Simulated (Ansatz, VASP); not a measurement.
**MnSb: VASP and Ansatz over several settings**

```
Sb Mn
1.0
     4.15000    0.00000    0.00000
    -2.07500    3.59401    0.00000
     0.00000    0.00000    5.78000
Sb Mn
2 2
Direct
  0.66667 0.33333 0.75000
  0.33333 0.66667 0.25000
  0.00000 0.00000 0.50000
  0.00000 0.00000 0.00000
```

Single points on this cell with VASP 6.6.1 and Ansatz 0.2.0. Each row is one pair of runs. Alike in all rows: smearing: fermi-dirac, width 0.05 eV; VASP's potentials, cutoff: VASP PAW PBE potentials, release 64 (Sb, Mn_pv), 520 eV; Ansatz's potentials, cutoff: Ansatz PAW, 420 eV.

```tsv
level	spin	k mesh	gap on the k mesh at the Fermi level (eV), VASP	gap on the k mesh at the Fermi level (eV), Ansatz	pressure (GPa), VASP	pressure (GPa), Ansatz	largest component of the traceless stress (GPa), VASP	largest component of the traceless stress (GPa), Ansatz
PBEsol	off	7 × 7 × 5	none	none	-20.0	-20.1	4.85	4.96
PBE	off	7 × 7 × 5	none	none	-16.2	-16.1	4.94	5.06
PBE	collinear, typed start	5 × 5 × 4	none	none	-3.3	-3.3	0.88	0.89
```

Pressure (GPa): the two programs differ by at most 0.07; largest component of the traceless stress (GPa): the two programs differ by at most 0.122.

A gap of «none» marks a metal or a gap that the smearing closes.

Caveats: so large a pressure means that the cell lies far from this level's equilibrium, or that cutoff or potentials fall short (VASP); the potentials were made for another functional, which shifts forces and pressure (VASP); the PAW data sets come from PBE, with cores solved anew for the run's functional, which leaves a small shift of forces and pressure (Ansatz); only a ferromagnetic start was run, and an antiferromagnetic order may lie lower in energy (Ansatz).
